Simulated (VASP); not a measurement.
A run of VASP 6.6.1 is set up as follows.

File INCAR:

```
SYSTEM = CdSe
  ALGO = Normal
  EDIFF = 1E-6
  ENCUT = 520
  GGA = PS
  GGA_COMPAT = .False.
  ISIF = 2
  ISMEAR = 0
  LASPH = .True.
  LCHARG = .False.
  LNONCOLLINEAR = .True.
  LORBIT = 11
  LREAL = .False.
  LSORBIT = .True.
  LWAVE = .False.
  MAGMOM = 0 0 0 0 0 0
  NBANDS = 32
  NELM = 80
  PREC = Accurate
  SIGMA = 0.03
```

KPOINTS

```
k-points
0
Gamma
  6 6 6
  0 0 0
```

File POSCAR:

```
CdSe                                    
1.0
    0.0000000000      3.0462071933      3.0462071933
    3.0462071933      0.0000000000      3.0462071933
    3.0462071933      3.0462071933      0.0000000000
  Cd              Se            
     1     1
Direct
     0.0000000000000000    0.0000000000000000    0.0000000000000000
     0.2500000000000000    0.2500000000000000    0.2500000000000000
```

KPOINTS_OPT

```
explicit points
209
Reciprocal
 0.0000000000  0.0000000000  0.0000000000 1
 0.0263157895  0.0000000000  0.0263157895 1
 0.0526315789  0.0000000000  0.0526315789 1
 0.0789473684  0.0000000000  0.0789473684 1
 0.1052631579  0.0000000000  0.1052631579 1
 0.1315789474  0.0000000000  0.1315789474 1
[... 201 lines left out ...]
 0.4250000000  0.0000000000  0.4250000000 1
 0.4500000000  0.0000000000  0.4500000000 1
```

Potentials or basis: VASP PAW PBE potentials, release 64 (Cd, Se).

Run with:

```console
$ cat potpaw_PBE.64/Cd/POTCAR potpaw_PBE.64/Se/POTCAR > POTCAR
$ mpirun -np 1 vasp_ncl > vasp.out
```

What does it give for the pressure?

0.1 GPa.

Caveat: the PAW data sets were made with another functional, which shifts forces and pressure a little.
